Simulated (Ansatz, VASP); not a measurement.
**Si2Ni: VASP beside Ansatz**

The input INCAR:

```
ALGO = Normal ; EDIFF = 1E-6
ENCUT = 520 ; GGA = PE
ISIF = 2 ; ISMEAR = 0
LASPH = T ; LCHARG = F
LREAL = F ; LWAVE = F
NBANDS = 16 ; NELM = 100
PREC = Accurate ; SIGMA = 0.15
```

File KPOINTS:

```
k-points
0
Gamma
  10 10 10
```

File POSCAR:

```
Si2Ni
1.0
    0.0000000000      2.7234128963      2.7234128963
    2.7234128963      0.0000000000      2.7234128963
    2.7234128963      2.7234128963      0.0000000000
Si Ni
2 1
Direct
    0.2500000000      0.2500000000      0.2500000000
    0.7500000000      0.7500000000      0.7500000000
    0.0000000000      0.0000000000      0.0000000000
```

Input for Ansatz:

```yaml
crystal:
  lattice:
    - [0.0, 2.7234129297, 2.7234129297]
    - [2.7234129297, 0.0, 2.7234129297]
    - [2.7234129297, 2.7234129297, 0.0]
  atoms:
    - { symbol: Si, position: [0.25, 0.25, 0.25] }
    - { symbol: Si, position: [0.75, 0.75, 0.75] }
    - { symbol: Ni, position: [0.0, 0.0, 0.0] }
basis:
  ecutwfc: 420
kpoints:
  mp_grid: { grid: [10, 10, 10] }
hamiltonian:
  xc: pbe
scf:
  occupations: { method: gaussian, width: 0.15 }
output:
  forces: true
  stress: true
  eigenvalues: true
  write_density: true
  write_potential: true
  elf: true
  volumetric_format: npy
```

Alike in both runs: task single point; functional PBE; k mesh 10 × 10 × 10; occupations gaussian, width 0.15 eV; no spin polarisation.

```csv
,VASP,Ansatz
version,VASP 6.6.1,Ansatz 0.2.0
potentials or method,"VASP PAW PBE potentials, release 64 (Si, Ni)","scalar-relativistic, plane waves, PAW"
plane-wave cutoff (eV),520,420
valence electrons in the cell,18,26
```

|  | VASP | Ansatz | Ansatz less VASP |
| --- | --- | --- | --- |
| gap on the k mesh at the Fermi level (eV) | none | none | - |
| pressure (GPa) | -0.3 | -0.1 | +0.14 |

A gap of «none» marks a metal or a gap that the smearing closes. The functional is the same, so the differences come from potentials, cutoffs and numerics. The two sets of potentials don't hold the same shells in valence.

Spin polarisation is off, so any magnetic state and its effect on volume and gap are missing.
